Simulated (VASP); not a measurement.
Si, 2 atoms in the cell. The structure is cubic, space group Fd-3m (No. 227). Conventional cell: a = 5.403 Å, b = 5.403 Å, c = 5.403 Å, α = 90.00°, β = 90.00°, γ = 90.00°. Si (site symmetry -43m) has 4 Si at 2.34 Å as nearest neighbours. The cell was built by a generator and needn't be a form met in nature.

| Property | Result |
| --- | --- |
| Program | VASP 6.6.1 |
| Task | electrostatic potential |
| Functional | LDA |
| Potentials or basis | VASP PAW LDA potentials, release 64 (Si) |
| Cutoff | 520 eV |
| k mesh | 10 × 10 × 10 |
| Occupations | gaussian, width 0.02 eV |
| Spin | no spin polarisation |
| Further INCAR settings | ALGO = Normal; EDIFF = 1e-06 |

Potentials or basis: VASP PAW LDA potentials, release 64 (Si).

The run is started by

```console
$ cat potpaw_LDA.64/Si/POTCAR > POTCAR
$ mpirun -np 1 vasp_std > vasp.out
```

Hardware: 1 thread of Intel(R) Xeon(R) 6975P-C (Granite Rapids), with other jobs on the host.

Task: Estimate the wall time of this run.

Result: Wall time 4.9 s on 1 thread of Intel(R) Xeon(R) 6975P-C (Granite Rapids), on a shared host, peak memory 0.13 GiB. Counts: scf iterations 11, k points 47.
